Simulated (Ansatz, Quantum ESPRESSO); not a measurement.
## Ga2O3: band gap by level of theory

```
Ga O
1.0
     6.10700   -1.51855    0.00000
     6.10700    1.51855    0.00000
    -1.38599    0.00000    5.63001
Ga O
4 6
Direct
  0.34134 0.34134 0.68598
  0.65866 0.65866 0.31402
  0.90950 0.90950 0.20540
  0.09050 0.09050 0.79460
  0.50410 0.50410 0.74340
  0.49590 0.49590 0.25660
  0.82670 0.82670 0.43680
  0.17330 0.17330 0.56320
  0.83550 0.83550 0.89020
  0.16450 0.16450 0.10980
```

```tsv
rung	level	program and potentials	cutoff (eV)	k mesh	task	spin	core time	chip	band gap (eV)	miss (eV)	notes
GGA	PBE	Ansatz, Ansatz PAW	420	4 × 4 × 2	single point	off	6.3 s	Arm Neoverse V1	2.44	-2.60	coarse mesh; 8.8 valence electrons an atom on average
GGA	RPBE	Ansatz, Ansatz PAW	420	9 × 9 × 5	band structure	off	79 s	Arm Neoverse V1	2.54	-2.50	potentials made for PBE, which Ansatz adapts in part; 8.8 valence electrons an atom on average
GGA	PBE	Ansatz, Ansatz PAW	420	9 × 9 × 5	band structure	off	87 s	Arm Neoverse V1	2.44	-2.60	8.8 valence electrons an atom on average
GGA	rPW86-PBE	Ansatz, Ansatz PAW	420	9 × 9 × 5	band structure	off	2 min	Intel Xeon Skylake/Cascade Lake	2.41	-2.63	potentials made for PBE, which Ansatz adapts in part; 8.8 valence electrons an atom on average
meta-GGA	r2SCAN	Ansatz, Ansatz PAW	500	9 × 9 × 5	band structure	off	2.3 min	Arm Neoverse V2	3.09	-1.95	potentials made for PBE, which Ansatz adapts in part; 8.8 valence electrons an atom on average
GGA	PBEsol	Ansatz, Ansatz PAW	420	9 × 9 × 5	band structure	SOC, no magnetisation	9.9 min	Intel Xeon Platinum 8375C Ice Lake	2.34	-2.70	potentials made for PBE, which Ansatz adapts in part; 8.8 valence electrons an atom on average
LDA	LDA	Ansatz, Ansatz PAW	420	9 × 9 × 5	band structure	SOC, no magnetisation	11 min	Intel Xeon Platinum 8375C Ice Lake	2.33	-2.71	potentials made for PBE, which Ansatz adapts in part; 8.8 valence electrons an atom on average
GGA	PBE	Quantum ESPRESSO, GBRV 1.5 PBE	612	9 × 9 × 5	band structure	off	27 min	Arm Neoverse V2	(a)	?	11.2 valence electrons an atom on average
```

Times are single runs on shared hosts and different chips, so they are rough; meshes, cutoffs and the tasks' sizes weigh on the time. Gaps are the least found on the k mesh or the band path, and a mesh can miss the band edges. The cell comes from a database and isn't always the measured one. Meshes differ between rows, which moves values too. All levels ran on this one cell, unrelaxed unless noted. Meshes are those of the run's cell of 10 atoms unless a note names another. Misses use the values as printed. Runs on faulty files, with rough fits or with known faults for this quantity aren't shown.

Measured: 5.04 eV (arxiv:1704.06711). The runs are for a static lattice.

Question: Estimate the value left out from the other rows.

Answer: (a) 2.47 eV, miss -2.57.
